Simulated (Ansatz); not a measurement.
SnO$_{2}$: do energies and stresses tell the same story?

Level of theory: DFT r2SCAN, scalar-relativistic, plane waves, PAW (Ansatz 0.2.0).

Settings: cutoff 500 eV, Γ-centred mesh 6×6×8 on the computed 6-atom cell, Gaussian smearing of 0.02 eV; no spin polarisation.

Relaxed cell: P4_2/mnm, a = 4.760 Å, b = 4.760 Å, c = 3.201 Å, α = 90.00°, β = 90.00°, γ = 90.00°, 6 atoms in the primitive cell.

Energies at zero smearing and pressures from the stress tensor, at volumes with shape and atoms relaxed:
| V (Å³/atom) | E − E(first) (meV/atom) | P (GPa) |
| --- | --- | --- |
| 11.362 | 0.00 | 14.70 |
| 11.724 | -23.94 | 6.69 |
| 12.087 | -31.27 | 0.00 |
| 12.449 | -24.79 | -5.55 |
| 12.812 | -6.90 | -10.09 |

**Question.** Check P = −dE/dV between neighbouring volumes, and get the bulk modulus from the pressures alone.

**Answer.** With 1 eV/Å³ = 160.2 GPa:
| middle V (Å³/atom) | −ΔE/ΔV (GPa) | mean P (GPa) |
| --- | --- | --- |
| 11.543 | 10.578 | 10.697 |
| 11.906 | 3.240 | 3.343 |
| 12.268 | -2.867 | -2.777 |
| 12.631 | -7.902 | -7.820 |

The two differ by 0.12 GPa at most. The mean of two end pressures misses the average over a step by about ΔV² P″/12, up to 0.12 GPa here; with that taken off 0.00 GPa remains. Around V = 12.087 Å³/atom, the two neighbours give B = −V ΔP/ΔV = 12.087 × 12.24 / 0.725 = 204.0 GPa, against B0 = 202.5 GPa from the Birch–Murnaghan fit of the energies.

Cost: 6 runs of about 8.3 core-minutes in all, on Arm Neoverse V1 (shared hosts).

Energies and stresses do tell the same story. The mean pressure lies above the energy slope in every interval because P(V) is convex: Sn–O repulsion rises steeply on compression, while the restoring force weakens on expansion, so the oxide stiffens as it shrinks. A Pulay stress from an incomplete plane-wave basis would instead leave an offset after the curvature correction, and none is visible. The basis is therefore adequate for pressures over this range.

The same anharmonicity probably explains part of the small gap between 204.0 and 202.5 GPa. A centred difference cancels the curvature of P(V) but not its next-order term, which here raises B slightly. Either value fits the known stiffness of cassiterite, whose strong, polar covalent Sn–O bonds form a three-dimensional network of edge- and corner-sharing octahedra. The agreement between the two routes is a test of internal consistency, not of the functional, whose errors enter the energy and its derivative alike.
